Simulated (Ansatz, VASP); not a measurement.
# One calculation of C, two programs

```
CELL_PARAMETERS angstrom
1.28943 0.74445 3.34701
-1.28943 0.74445 3.34701
0.00000 -1.48890 3.34701
ATOMIC_POSITIONS crystal
C 0.16400 0.16400 0.16400
C 0.83600 0.83600 0.83600
```

Change from the starting cell: strain +0.050 along x and y, +0.000 along z, atoms carried along.

Alike in both runs: task single point; functional LDA; k mesh 12 × 12 × 12; occupations gaussian, width 0.05 eV; no spin polarisation.

|  | VASP | Ansatz |
| --- | --- | --- |
| version | VASP 6.6.1 | Ansatz 0.2.0 |
| potentials or method | VASP PAW LDA potentials, release 64 (C) | scalar-relativistic, plane waves, PAW |
| plane-wave cutoff (eV) | 520 | 420 |
| valence electrons in the cell | 8 | 8 |

```tsv
	VASP	Ansatz	Ansatz less VASP
gap on the k mesh at the Fermi level (eV)	0.81	0.81	-0.002
least direct gap on the mesh (eV)	0.81	0.81	-0.002
pressure (GPa)	-36.0	-36.6	-0.63
largest component of the traceless stress (GPa)	35.26	36.00	+0.738
rms of the force components (eV/Å)	0.500	0.502	+0.0027
```

Atom by atom the forces differ by 0.003 eV/Å (rms over components).

Caveats: the cell as given lies far from equilibrium; so large a pressure means that the cell lies far from this level's equilibrium, or that cutoff or potentials fall short (VASP).
